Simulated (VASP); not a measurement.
# Ru (P6/mmm) in VASP: density of states with PBE

Aim: the density of states of Ru with PBE.

All numbers are computed with VASP 6.6.1; they aren't measurements. Logs are shortened: lines on timing, memory, paths and dates and some standing lists are left out, and cuts for length are marked.

### Step 1. The structure

It takes space group P6/mmm (No. 191, hexagonal). The conventional cell has a = 4.268 Å, b = 4.268 Å, c = 2.684 Å, α = 90.00°, β = 90.00°, γ = 120.00°. Ru (site symmetry 6/mmm) is surrounded by 14 Ru at 2.68 to 2.81 Å. Ru (site symmetry -6m2) is surrounded by 11 Ru at 2.46 to 2.81 Å.

This isn't the form of Ru at room conditions, which is hcp.

### Step 2. Density of states, PBE

POSCAR

```
Ru
1.0
    4.2683005943      0.0000000000      0.0000000000
   -2.1341502972      3.6964567457      0.0000000000
    0.0000000000      0.0000000000      2.6844348078
Ru
3
Direct
    0.0000000000      0.0000000000      0.0000000000
    0.3333333333      0.6666666667      0.5000000000
    0.6666666667      0.3333333333      0.5000000000
```

INCAR.step1

```
SYSTEM = Ru
PREC = Accurate ; ENCUT = 520
EDIFF = 1E-7 ; ISMEAR = -1
SIGMA = 0.08 ; LREAL = .FALSE.
LASPH = .TRUE. ; NELM = 100
ALGO = Fast ; ISIF = 2
LWAVE = .FALSE. ; LCHARG = .TRUE.
LMAXMIX = 4 ; GGA = PE
NBANDS = 28
```

KPOINTS.step1

```
Automatic mesh
0
G
  9 9 13
  0 0 0
```

INCAR.step2

```
SYSTEM = Ru
PREC = Accurate ; ENCUT = 520
EDIFF = 1E-7 ; ISMEAR = -5
SIGMA = 0.08 ; LREAL = .FALSE.
LASPH = .TRUE. ; NELM = 100
ALGO = Fast ; ISIF = 2
LWAVE = .FALSE. ; LCHARG = .FALSE.
LMAXMIX = 4 ; GGA = PE
LORBIT = 10 ; NEDOS = 2001
ICHARG = 11
```

KPOINTS.step2

```
Automatic mesh
0
G
  14 14 20
  0 0 0
```

Potentials or basis: VASP PAW PBE potentials, release 64 (Ru_pv).

Run with:

```sh
$ cat potpaw_PBE.64/Ru_pv/POTCAR > POTCAR
$ cp INCAR.step1 INCAR
$ cp KPOINTS.step1 KPOINTS
$ mpirun -np 1 vasp_std > vasp.out
$ cp INCAR.step2 INCAR
$ cp KPOINTS.step2 KPOINTS
$ mpirun -np 1 vasp_std > vasp.out
```

OUTCAR:

```text
SYSTEM = Ru
   PREC = Accurate
   ENCUT = 520
   EDIFF = 1E-7
   ISMEAR = -5
   LREAL = .FALSE.
   LASPH = .TRUE.
   NELM = 100
   ISIF = 2
   GGA = PE
   LORBIT = 10
   ICHARG = 11

 ion  position               nearest neighbor table
   1  0.000  0.000  0.000-   2 2.81   3 2.81   2 2.81   3 2.81   3 2.81   3 2.81   2 2.81   2 2.81
                             3 2.81   3 2.81   2 2.81   2 2.81
   2  0.333  0.667  0.500-   3 2.46   3 2.46   3 2.46   1 2.81   1 2.81   1 2.81   1 2.81   1 2.81
                             1 2.81
   3  0.667  0.333  0.500-   2 2.46   2 2.46   2 2.46   1 2.81   1 2.81   1 2.81   1 2.81   1 2.81
                             1 2.81

  LATTYP: Found a hexagonal cell.
 ALAT       =     4.2683005943
 C/A-ratio  =     0.6289235607

  Lattice vectors:

 A1 = (   4.2683005943,   0.0000000000,   0.0000000000)
 A2 = (  -2.1341502972,   3.6964567457,   0.0000000000)
 A3 = (   0.0000000000,   0.0000000000,   2.6844348078)

Analysis of symmetry for initial positions (statically):
=====================================================================
 Subroutine PRICEL returns:
 Original cell was already a primitive cell.

 Routine SETGRP: Setting up the symmetry group for a
 hexagonal supercell.

 Subroutine GETGRP returns: Found 24 space group operations
 (whereof 24 operations were pure point group operations)
 out of a pool of 24 trial point group operations.

The static configuration has the point symmetry D_6h.

Analysis of symmetry for dynamics (positions and initial velocities):
=====================================================================
 Subroutine PRICEL returns:
 Original cell was already a primitive cell.

 Routine SETGRP: Setting up the symmetry group for a
 hexagonal supercell.

 Subroutine GETGRP returns: Found 24 space group operations
 (whereof 24 operations were pure point group operations)
 out of a pool of 24 trial point group operations.

The dynamic configuration has the point symmetry D_6h.

 Subroutine INISYM returns: Found 24 space group operations
 (whereof 24 operations are pure point group operations),
 and found     1 'primitive' translations

----------------------------------------------------------------------------------------

                                     Primitive cell

  volume of cell :      42.3539

  direct lattice vectors                    reciprocal lattice vectors
     4.268300594  0.000000000  0.000000000     0.234285280  0.135264669  0.000000000
    -2.134150297  3.696456746  0.000000000     0.000000000  0.270529339  0.000000000
     0.000000000  0.000000000  2.684434808     0.000000000  0.000000000  0.372517894

  length of vectors
     4.268300594  4.268300594  2.684434808     0.270529339  0.270529339  0.372517894

  position of ions in fractional coordinates (direct lattice)
     0.000000000  0.000000000  0.000000000
     0.333333333  0.666666667  0.500000000
     0.666666667  0.333333333  0.500000000

  ion indices of the primitive-cell ions
   primitive index   ion index
                 1           1
                 2           2
                 3           3

----------------------------------------------------------------------------------------

 KPOINTS: Automatic mesh

Automatic generation of k-mesh.
 Grid dimensions read from file:
 generate k-points for:   14   14   20

 Generating k-lattice:

  Cartesian coordinates                     Fractional coordinates (reciprocal lattice)
     0.016734663  0.009661762  0.000000000     0.071428571  0.000000000  0.000000000
     0.000000000  0.019323524  0.000000000     0.000000000  0.071428571  0.000000000
     0.000000000  0.000000000  0.018625895     0.000000000  0.000000000  0.050000000

  Length of vectors
     0.019323524  0.019323524  0.018625895

  Shift w.r.t. Gamma in fractional coordinates (k-lattice)
     0.000000000  0.000000000  0.000000000

 TETIRR: Found   4060 inequivalent tetrahedra from    23520

 Subroutine IBZKPT returns following result:
 ===========================================

 Found    264 irreducible k-points:

 Following reciprocal coordinates:
            Coordinates               Weight
  0.000000  0.000000  0.000000      1.000000
  0.071429  0.000000  0.000000      6.000000
  0.142857  0.000000  0.000000      6.000000
  0.214286  0.000000  0.000000      6.000000
  0.285714  0.000000  0.000000      6.000000
  0.357143  0.000000  0.000000      6.000000
[... 16 lines left out ...]
  0.285714  0.285714  0.000000      6.000000
  0.357143  0.285714  0.000000      6.000000
 [... further k-points ...]
   k-points           NKPTS =    264   k-points in BZ     NKDIM =    264   number of bands    NBANDS=     25
   number of dos      NEDOS =   2001   number of ions     NIONS =      3
   total plane-waves  NPLWV =  20480
   dimension x,y,z NGX =    32 NGY =   32 NGZ =   20
   dimension x,y,z NGXF=    64 NGYF=   64 NGZF=   40
   ions per type =               3
   NGX,Y,Z   is equivalent  to a cutoff of  12.46, 12.46, 12.39 a.u.
   NGXF,Y,Z  is equivalent  to a cutoff of  24.93, 24.93, 24.77 a.u.
 SYSTEM =  Ru
   PREC   = accura    normal or accurate (medium, high low for compatibility)
   ISTART =      0    job   : 0-new  1-cont  2-samecut
   ICHARG =     11    charge: 1-file 2-atom 10-const
   ISPIN  =      1    spin polarized calculation?
   LNONCOLLINEAR =      F non collinear calculations
   LSORBIT =      F    spin-orbit coupling
   LASPH  =      T    aspherical Exc in radial PAW
   ENCUT  =  520.0 eV  38.22 Ry    6.18 a.u.   7.94  7.94  4.99*2*pi/ulx,y,z
   NELM   =    100;   NELMIN=  2; NELMDL=  0     # of ELM steps
   EDIFF  = 0.1E-06   stopping-criterion for ELM
   LREAL  =      F    real-space projection
   EDIFFG = 0.1E-05   stopping-criterion for IOM
   NSW    =      0    number of steps for IOM
   IBRION =     -1    ionic relax: 0-MD 1-quasi-New 2-CG
   NFREE  =      0    steps in history (QN), initial steepest desc. (CG)
   ISIF   =      2    stress and relaxation
   ISYM   =      2    0-nonsym 1-usesym 2-fastsym
   POTIM  = 0.5000    time-step for ionic-motion
   TEBEG  =    0.0;   TEEND  =   0.0 temperature during run
   PSTRESS=    0.0 pullay stress
   NELECT =      42.0000    total number of electrons
   NUPDOWN=      -1.0000    fix difference up-down
   EMIN   =  10.00;   EMAX   =-10.00  energy-range for DOS
   EFERMI =   0.00;   METHOD = LEGACY
   ISMEAR =    -5;   SIGMA  =   0.08  broadening in eV -4-tet -1-fermi 0-gaus
   EFERMI_NEDOS =   21; number of points for ismear=-14 and -15
   IALGO  =     68    algorithm
   IMIX   =      4    mixing-type and parameters
     AMIX     =   0.40;   BMIX     =  1.00
     AMIX_MAG =   1.60;   BMIX_MAG =  1.00
  volume/ion in A,a.u.               =      14.12        95.27
  Fermi-wavevector in a.u.,A,eV,Ry     =   1.632526  3.085027 36.261445  2.665141
  Thomas-Fermi vector in A             =   2.724482
   LORBIT       =     10    0 simple, 1 ext, 2 COOP (PROOUT), +10 PAW based schemes
   GGA     = PE    functional components
   LHFCALC =     F    Hartree Fock is set to
   AEXX    =    0.0000 exact exchange contribution
   IVDW    =     0    specifies the selected vdW correction
   LEPSILON=     F    determine dielectric tensor
   LRPA    =     F    only Hartree local field effects (RPA)
 non-spin polarized calculation
 RMM-DIIS sequential band-by-band and
 Fermi weights with tetrahedron method with Bloechl corrections
  energy-cutoff  :      520.00
  volume of cell :       42.35
 maximum number of plane-waves:      1158
 NGX is ok and might be reduce to    32

 number of electron      42.0000007 magnetization

 Free energy of the ion-electron system (eV)
  ---------------------------------------------------
  ext. energy  EPLUGINS =         0.00000000
  ---------------------------------------------------
  free energy    TOTEN  =       -26.93011543 eV

  energy without entropy =      -26.93011543  energy(sigma->0) =      -26.93011543

 E-fermi :  12.3176     XC(G=0): -13.8604

 val. band max:       12.3851210726   @ k =   0.3571   0.2857   0.1500
 cond. band min:      12.3014562608   @ k =   0.4286   0.0000   0.0500
 fundamental gap:     -0.0836648117
 Fermi energy:        12.3176120518

 k-point     1 :       0.0000    0.0000    0.0000
  band No.  band energies     occupation
      1     -31.2475      2.00000
      2     -31.2475      2.00000
      3     -30.8610      2.00000
      4     -30.8610      2.00000
      5     -30.5911      2.00000
      6     -30.3432      2.00000
[... 17 lines left out ...]
     24      13.9416      0.00000
     25      13.9416      0.00000

 k-point     2 :       0.0714    0.0000    0.0000
  band No.  band energies     occupation
      1     -31.2607      2.00000
      2     -31.2498      2.00000
      3     -30.8449      2.00000
      4     -30.8416      2.00000
      5     -30.5874      2.00000
      6     -30.3452      2.00000
[... 17 lines left out ...]
     24      13.8349      0.00000
     25      13.9260      0.00000

 k-point     3 :       0.1429    0.0000    0.0000
  band No.  band energies     occupation
      1     -31.2934      2.00000
      2     -31.2507      2.00000
      3     -30.8036      2.00000
      4     -30.7914      2.00000
      5     -30.5767      2.00000
      6     -30.3673      2.00000
[... 17 lines left out ...]
     24      13.5384      0.00000
     25      13.8787      0.00000

 k-point     4 :       0.2143    0.0000    0.0000
  band No.  band energies     occupation
      1     -31.3332      2.00000
      2     -31.2390      2.00000
      3     -30.7501      2.00000
      4     -30.7267      2.00000
      5     -30.5596      2.00000
      6     -30.4462      2.00000
[... 17 lines left out ...]
     24      13.1090      0.00000
     25      13.7985      0.00000

 k-point     5 :       0.2857    0.0000    0.0000
  band No.  band energies     occupation
      1     -31.3709      2.00000
      2     -31.2075      2.00000
      3     -30.6945      2.00000
      4     -30.6664      2.00000
      5     -30.5407      2.00000
      6     -30.5372      2.00000
[... 17 lines left out ...]
     24      12.6116      0.00000
     25      13.6836      0.00000

 k-point     6 :       0.3571    0.0000    0.0000
  band No.  band energies     occupation
      1     -31.4009      2.00000
      2     -31.1556      2.00000
      3     -30.6794      2.00000
      4     -30.6446      2.00000
      5     -30.5820      2.00000
      6     -30.5110      2.00000
[... 17 lines left out ...]
     24      12.7902      0.00000
     25      13.5324      0.00000
[... 393 lines left out ...]
 k-point    21 :       0.2857    0.2143    0.0000
  band No.  band energies     occupation
      1     -31.3670      2.00000
      2     -31.1458      2.00000
      3     -30.8132      2.00000
      4     -30.5782      2.00000
      5     -30.5672      2.00000
      6     -30.4809      2.00000
[... 17 lines left out ...]
     24      13.0156      0.00000
     25      13.4932      0.00000

 k-point    22 :       0.3571    0.2143    0.0000
  band No.  band energies     occupation
      1     -31.3699      2.00000
      2     -31.0878      2.00000
      3     -30.9017      2.00000
      4     -30.5619      2.00000
      5     -30.5476      2.00000
      6     -30.4567      2.00000
[... 17 lines left out ...]
     24      13.1823      0.00000
     25      13.2791      0.00000

 k-point    23 :       0.2857    0.2857    0.0000
  band No.  band energies     occupation
      1     -31.3560      2.00000
      2     -31.0993      2.00000
      3     -30.9129      2.00000
      4     -30.5539      2.00000
      5     -30.5519      2.00000
      6     -30.4579      2.00000
[... 17 lines left out ...]
     24      13.1721      0.00000
     25      13.3326      0.00000

 k-point    24 :       0.3571    0.2857    0.0000
  band No.  band energies     occupation
      1     -31.3518      2.00000
      2     -31.0533      2.00000
      3     -30.9782      2.00000
      4     -30.5479      2.00000
      5     -30.5441      2.00000
      6     -30.4406      2.00000
[... 17 lines left out ...]
     24      13.2323      0.00000
     25      13.3258      0.00000

 [... further k-points ...]

------------------------ aborting loop because EDIFF is reached ----------------------------------------

  FORCE on cell =-STRESS in cart. coord.  units (eV):
  Direction    XX          YY          ZZ          XY          YZ          ZX
  --------------------------------------------------------------------------------------
  -------------------------------------------------------------------------------------
  Total       -0.2521813     -0.2521813      0.0751885      0.0000000     -0.0000000      0.0000000
  in kB       -9.5395965     -9.5395965      2.8442546      0.0000000     -0.0000000      0.0000000
  external PRESSURE =      -5.4116461 kB  Pullay stress =       0.0000000 kB

 VOLUME and BASIS-vectors are now :
 -----------------------------------------------------------------------------
  energy-cutoff  :      520.00
  volume of cell :       42.35
      direct lattice vectors                 reciprocal lattice vectors
     4.268300594  0.000000000  0.000000000     0.234285280  0.135264669  0.000000000
    -2.134150297  3.696456746  0.000000000     0.000000000  0.270529339  0.000000000
     0.000000000  0.000000000  2.684434808     0.000000000  0.000000000  0.372517894

 POSITION                                       TOTAL-FORCE (eV/Angst)
 -----------------------------------------------------------------------------------
      0.00000      0.00000      0.00000        -0.000000      0.000000      0.000000
     -0.00000      2.46430      1.34222        -0.000000      0.000000      0.000000
      2.13415      1.23215      1.34222         0.000000     -0.000000      0.000000
 -----------------------------------------------------------------------------------
    total drift:                                0.000000      0.000000      0.000000

  FREE ENERGIE OF THE ION-ELECTRON SYSTEM (eV)
  ---------------------------------------------------
  free  energy   TOTEN  =       -26.9301154289 eV

  energy  without entropy=      -26.9301154289  energy(sigma->0) =      -26.93011543

 total charge

# of ion       s       p       d       tot
------------------------------------------
    1        0.369   6.270   5.895  12.533
    2        0.409   6.299   5.969  12.677
    3        0.409   6.299   5.969  12.677
--------------------------------------------------
tot          1.186  18.868  17.833  37.887
```

Run time: 3 min. Hardware: 1 thread of Intel Xeon Platinum 8488C (Sapphire Rapids), shared host; peak memory 0.31 GiB.

What came out:

| Item | Value |
| --- | --- |
| Valence electrons inside the program's atomic spheres | Ru 12.53, 12.68 |

Levels at points of the mesh, in eV from the Fermi level:
```csv
k point,band 19,band 20,band 21,band 22,band 23,band 24
"(0.00, 0.00, 0.00)",-2.08,-1.41,-1.41,-1.30,-1.30,1.62
"(0.50, 0.00, 0.00)",-1.15,-1.08,0.38,0.76,0.79,0.81
"(0.00, 0.00, 0.50)",-1.90,0.65,0.65,1.31,1.31,2.37
"(0.50, 0.00, 0.50)",-0.75,-0.51,0.30,0.94,1.24,2.06
```

States per cell in windows of 1 eV (zero at the Fermi level; states under -8 eV left out):
```
from (eV)  total  Ru2_d  Ru3_d  Ru1_d  Ru2_s  Ru3_s  Ru2_p
     -8.0   0.11   0.00   0.00   0.00   0.02   0.02   0.00
     -7.0   0.60   0.08   0.08   0.03   0.05   0.05   0.01
     -6.0   3.85   0.85   0.85   0.73   0.15   0.15   0.03
     -5.0   4.50   1.18   1.18   0.90   0.09   0.09   0.06
     -4.0   3.41   0.94   0.94   0.66   0.03   0.03   0.06
     -3.0   4.84   1.23   1.23   1.49   0.03   0.03   0.08
     -2.0   4.03   0.91   0.91   1.41   0.02   0.02   0.08
     -1.0   2.66   0.78   0.78   0.67   0.02   0.02   0.04
      0.0   4.31   1.27   1.27   1.38   0.02   0.02   0.03
      1.0   3.10   0.95   0.95   0.93   0.01   0.01   0.02
      2.0   0.48   0.12   0.12   0.09   0.01   0.01   0.02
      3.0   0.14   0.02   0.02   0.02   0.00   0.00   0.01
      4.0   0.00   0.00   0.00   0.00   0.00   0.00   0.00
      5.0   0.00   0.00   0.00   0.00   0.00   0.00   0.00
```

Caveat: tetrahedron occupations give inexact forces and stress in metals.
